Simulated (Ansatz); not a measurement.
## InSe under changes of volume

One of the cells (28.559 Å³/atom); the others are scaled copies at fixed shape and fractional positions:

```xyz
4
Lattice="5.8264 -2.0546 0.0000 5.8264 2.0546 0.0000 -1.7232 0.0000 4.7713" Properties=species:S:1:pos:R:3 pbc="T T T"
In   10.2693    0.0000    0.2235
In   -0.3398    0.0000    4.5479
Se    6.5489    0.0000    3.1918
Se    3.3807    0.0000    1.5795
```

The cell comes from a database or a generator and needn't be the stable form of this composition.

```yaml
Program: Ansatz 0.2.0
Functional: LDA
Potentials_or_basis: all-electron LAPW, scalar-relativistic
Cutoff: 240 eV (chosen from the basis error)
Basis_error_allowed: 0.002 eV/atom
k_mesh: 7 × 7 × 6
Occupations: fermi-dirac, width 0.05 eV
Spin: no spin polarisation
```

```csv
volume (Å³/atom),energy over the lowest point (meV/atom),pressure (GPa),gap on the mesh (eV),largest force (eV/Å)
26.846,0.00,0.5,1.10,0.410
27.417,?,?,?,?
27.988,5.27,-1.8,1.03,0.064
28.559,13.54,-2.8,1.00,0.089
29.131,24.99,-3.6,0.96,0.229
29.702,39.24,-4.4,0.93,0.357
30.273,55.97,-5.0,0.90,0.476
```

**Question.** What does the run at 27.417 Å³/atom give?

**Answer.** Energy over the lowest point 0.60 meV/atom; pressure -0.8 GPa; gap on the mesh 1.07 eV; largest force 0.229 eV/Å.

Worked out: A Birch-Murnaghan fit of order 3 (a polynomial in V^(-2/3)) to the other rows has its minimum at 27.05 Å³/atom with B0 = V·E''(V) = 58 GPa and B' = 4.8 at fixed shape and positions, which overstates the stiffness. It gives 0.61 meV/atom at 27.417 Å³/atom, against the run's 0.60, and -dE/dV = -0.8 GPa, against -0.8. A straight line through the other rows of the gap, of slope -1.68 eV per unit of ln V, gives 1.06 eV, against the run's 1.07.

Energies are extrapolated to zero smearing.

Caveats: spin-orbit coupling is left out, which moves the levels of the heavy elements; an odd mesh through Γ misses points on the zone boundary, where band edges often lie.
